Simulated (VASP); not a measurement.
Here is a VASP 6.6.1 calculation.

Contents of INCAR:

```
PREC = Accurate
ENCUT = 520
EDIFF = 1E-7
ISMEAR = 1
SIGMA = 0.15
LREAL = False
LASPH = True
NELM = 60
ALGO = Normal
ISIF = 2
LWAVE = False
LCHARG = True
GGA = PS
LELF = True
LVHAR = True
NBANDS = 16
```

Contents of KPOINTS:

```
Automatic mesh
0
Gamma
  8 8 8
```

Contents of POSCAR:

```
ZrS
1.0
    0.0000000000      2.6250000000      2.6250000000
    2.6250000000      0.0000000000      2.6250000000
    2.6250000000      2.6250000000      0.0000000000
Zr S
1 1
Direct
    0.0000000000      0.0000000000      0.0000000000
    0.5000000000      0.5000000000      0.5000000000
```

Potentials or basis: VASP PAW PBE potentials, release 64 (Zr_sv, S).

The run is started by

```console
$ cat potpaw_PBE.64/Zr_sv/POTCAR potpaw_PBE.64/S/POTCAR > POTCAR
$ mpirun -np 1 vasp_std > vasp.out
```

**Question.** Predict the band gap on the k mesh.

**Answer.** None (metal or under the smearing width).

**Question.** Estimate the pressure.

**Answer.** -6.4 GPa.

Caveat: the PAW data sets were made with another functional, which shifts forces and pressure a little.
